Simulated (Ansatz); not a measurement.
**From the elastic tensor of BP to moduli and sound speeds**

Level of theory: DFT PBEsol, scalar-relativistic, plane waves, PAW (Ansatz). Cutoff 420 eV, 10×10×10 k-points (Γ-centred), fixed occupations. No spin polarisation.

The structure is cubic, space group F-43m (No. 216). The conventional cell has a = 4.520 Å, b = 4.520 Å, c = 4.520 Å, α = 90.00°, β = 90.00°, γ = 90.00°. Around B (site symmetry -43m) lie 4 P at 1.96 Å. Around P (site symmetry -43m) lie 4 B at 1.96 Å.

Relaxed-ion constants (GPa, on the Cartesian axes of the calculation):
```
346.4  81.0  81.0   0.0   0.0   0.0
 81.0 346.4  81.0   0.0   0.0   0.0
 81.0  81.0 346.4   0.0   0.0   0.0
  0.0   0.0   0.0 187.6   0.0   0.0
  0.0   0.0   0.0   0.0 187.6   0.0
  0.0   0.0   0.0   0.0   0.0 187.6
```

Density 3.005 g/cm³; 2 atoms in 23.09 Å³.

The values that follow are for a polycrystal of randomly turned grains, by Hill's mean where one number stands.

```json
{
 "Bulk modulus, Voigt / Reuss / Hill": "169.4 / 169.4 / 169.4 GPa",
 "Shear modulus, Voigt / Reuss / Hill": "165.6 / 161.0 / 163.3 GPa",
 "Young's modulus": "371 GPa",
 "Poisson ratio": "0.135",
 "Pugh ratio B/G": "1.04",
 "Universal anisotropy index": "0.15",
 "Longitudinal and transverse sound speeds": "11351 and 7372 m/s",
 "Debye temperature from the mean sound speed": "1065 K"
}
```

Cost: 1 run of about 0.83 core-minutes, on Intel Xeon Platinum 8488C (Sapphire Rapids) (shared hosts).

BP resists shear almost as strongly as it resists compression, as expected of a tetrahedral covalent network. Its sp³ bonds oppose changes of angle as well as of length, and the small electronegativity difference between B and P leaves the bonding only weakly ionic. This directional character also shows in C44 lying well above C12, the reverse of what is typical of ductile metals. The remaining anisotropy is modest but has a clear sense: C44 exceeds half the difference between C11 and C12, so Young's modulus is largest along the ⟨111⟩ bond directions and smallest along ⟨100⟩, where strain is accommodated more by bond bending. The fast sound and high Debye temperature follow from stiff bonds joining light atoms. The tensor satisfies the cubic Born criteria, so the crystal is stable against small homogeneous strains. The low B/G ratio suggests brittleness, though it determines neither toughness nor hardness. Nor do the stiff acoustic branches by themselves establish the high thermal conductivity for which BP is known, since that also depends on anharmonic phonon scattering.
